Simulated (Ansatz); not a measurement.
Input of an Ansatz 0.2.0 run:

File input:

```
crystal:
  lattice:
    - [-1.58422, 1.58422, 1.58422]
    - [1.58422, -1.58422, 1.58422]
    - [1.58422, 1.58422, -1.58422]
  atoms:
    - { symbol: Pt, position: [0.0, 0.0, 0.0] }
hamiltonian:
  xc: hse06
  pseudopotentials: { kind: paw }
kpoints:
  mp_grid: { grid: [6, 6, 6] }
  band_path:
    path:
      - [[0.0, 0.0, 0.0], [0.5, -0.5, 0.5], [0.0, 0.0, 0.5], [0.0, 0.0, 0.0], [0.25, 0.25, 0.25], [0.5, -0.5, 0.5]]
      - [[0.25, 0.25, 0.25], [0.0, 0.0, 0.5]]
    npoints: 4
scf:
  occupations: { method: fermi_dirac, width: 0.05 }
  n_extra_bands: 6
output:
  forces: true
  stress: true
  eigenvalues: true
  fatbands: false
```

Question: Estimate the pressure.

Answer: -9.0 GPa.

Question: Predict the band gap on the k mesh.

Answer: None (metal or under the smearing width).

Levels at the corners of the path, in eV from the Fermi level:
```csv
point,band 6,band 7,band 8,band 9,band 10,band 11,band 12,band 13
Γ,-3.82,-3.82,-3.82,-1.37,-1.37,18.52,18.52,18.52
H,-6.75,0.94,0.94,0.94,8.89,8.89,8.89,14.71
N,-5.34,-1.45,-0.92,0.81,1.51,7.72,14.62,17.49
Γ,-3.82,-3.82,-3.82,-1.37,-1.37,18.52,18.52,18.52
P,-4.58,-4.58,-0.90,-0.90,6.21,10.74,10.74,10.74
H,-6.75,0.94,0.94,0.94,8.89,8.89,8.89,14.71
P,-4.58,-4.58,-0.90,-0.90,6.21,10.74,10.74,10.74
N,-5.34,-1.45,-0.92,0.81,1.51,7.72,14.62,17.49
```

Caveat: the k mesh is coarse (spacing up to 0.47 Å⁻¹), so the values aren't converged, least of all with exact exchange; spin-orbit coupling is left out, which moves the levels of the heavy elements; the PAW data sets come from PBE, with cores solved anew for the run's functional, which leaves a small shift of forces and pressure; the thresholds are loose for stress.
